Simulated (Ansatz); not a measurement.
## LiF: a sweep of one setting

```yaml
crystal:
  lattice:
    - [0.00000, 2.01400, 2.01400]
    - [2.01400, 0.00000, 2.01400]
    - [2.01400, 2.01400, 0.00000]
  atoms:
    - { symbol: Li, position: [0.00000, 0.00000, 0.00000] }
    - { symbol: F, position: [0.50000, 0.50000, 0.50000] }
```

Atom numbers follow the list: Li1, F2.

The cell is COD entry 1010990, as deposited and not checked against the literature; nothing was relaxed.

The calculation used DFT, PBE, all-electron LAPW, scalar-relativistic (Ansatz 0.2.0).

The runs use a Γ-centred 10×10×10 k mesh, Fermi–Dirac smearing of 0.03 eV, basis error target 0.25 meV/atom, no spin polarisation. One setting is then changed at a time.

```
LAPW cutoff (eV)  free energy less the base's (meV/atom)  P (GPa)  gap on the mesh (eV)
      341 (base)                                     0.0     2.01                 9.067
              90                                     215     5.75                 9.018
             120                                       ?     2.95                 9.089
             150                                    17.3        ?                 9.079
             400                                     0.0     2.01                 9.067
```

Task: Give the missing entry: row "120", column "free energy less the base's (meV/atom)".

Result: 57.6.

Task: Give the missing entry: row "150", column "P (GPa)".

Result: 2.28.
